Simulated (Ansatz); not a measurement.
# Si: the cost of one run

All numbers below are computed with Ansatz 0.2.0 (DFT PBE, scalar-relativistic, plane waves, PAW).

4 further runs of the same task are left out: 4 set aside as unsound or not needed.

### Step 1. Starting point

The cell holds 32 atoms (PSi31): a = 9.474 Å, b = 9.474 Å, c = 9.474 Å, α = 109.47°, β = 109.47°, γ = 109.47°.

The coordinates of this cell stand in the input of its own run.

The host was relaxed before at PBE: a = 5.470 Å, b = 5.470 Å, c = 5.470 Å, α = 90.00°, β = 90.00°, γ = 90.00° (conventional cell), 20.459 Å³/atom.

Places, in fractions of the supercell: P in place of Si at (0.250, 0.000, 0.500). The start keeps the symmetry of the ideal site.

### Step 2. Band edges of the host over the zone

Contents of input.yaml:

```yaml
crystal:
  lattice:
    - [0.0, 2.7350468288, 2.7350468288]
    - [2.7350468288, 0.0, 2.7350468288]
    - [2.7350468288, 2.7350468288, 0.0]
  atoms:
    - { symbol: Si, position: [0.25, 0.25, 0.25] }
    - { symbol: Si, position: [0.0, 0.0, 0.0] }
basis:
  ecutwfc: 420
  xc_grid: 2
kpoints:
  mp_grid: { grid: [8, 8, 8] }
  band_path: { path: [VBM, CBM], npoints: 2 }
hamiltonian:
  xc: pbe
scf:
  occupations: { method: gaussian, width: 0.02 }
output:
  forces: true
  stress: true
  eigenvalues: true
```

Started as:

```
> ansatz run input.yaml --threads 8 --pin off --max-ram 16384MiB --backend cpu --events-out ev --progress --plain --runs-dir out
```

**Question.** How long does this run take on 8 threads of Arm Neoverse V1, shared host, and how much memory does it need?

About 1.4 s, with a peak of 0.29 GiB.
